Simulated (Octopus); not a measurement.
GaP under changes of volume

One of the cells (20.240 Å³/atom); the others are scaled copies at fixed shape and fractional positions:

```
Ga P
1.0
     0.00000    2.72525    2.72525
     2.72525    0.00000    2.72525
     2.72525    2.72525    0.00000
Ga P
1 1
Direct
  0.00000 0.00000 0.00000
  0.75000 0.75000 0.75000
```

| Item | Value |
| --- | --- |
| Program | Octopus 16.4 |
| Functional | PBEsol |
| Potentials or basis | pseudodojo_pbesol (PseudoDojo 0.4, PBEsol) |
| Grid spacing | 0.133 Å |
| k mesh | 8 × 8 × 8 |
| Occupations | fermi-dirac, width 0.05 eV |
| Spin | no spin polarisation |

| volume (Å³/atom) | energy over the lowest point (meV/atom) | gap on the mesh (eV) |
| --- | --- | --- |
| 19.026 | 14.24 | 1.38 |
| 19.431 | 4.38 | 1.43 |
| 19.836 | 0.00 | 1.48 |
| 20.240 | 1.96 | 1.52 |
| 20.645 | 7.16 | 1.52 |
| 21.050 | ? | ? |
| 21.455 | 26.88 | 1.27 |

What does the run at 21.050 Å³/atom give?

Energy over the lowest point 15.42 meV/atom; gap on the mesh 1.42 eV.

Worked out: A Birch-Murnaghan fit of order 3 (a polynomial in V^(-2/3)) to the other rows has its minimum at 19.92 Å³/atom with B0 = V·E''(V) = 96 GPa (rough, since the energies scatter). It gives 15.84 meV/atom at 21.050 Å³/atom, against the run's 15.42. A parabola through the other rows of the gap, of slope -5.02 eV per unit of ln V there, gives 1.40 eV, against the run's 1.42.

Energies are extrapolated to zero smearing.

A mesh can miss the band edges. Spin-orbit coupling on Ga is left out.
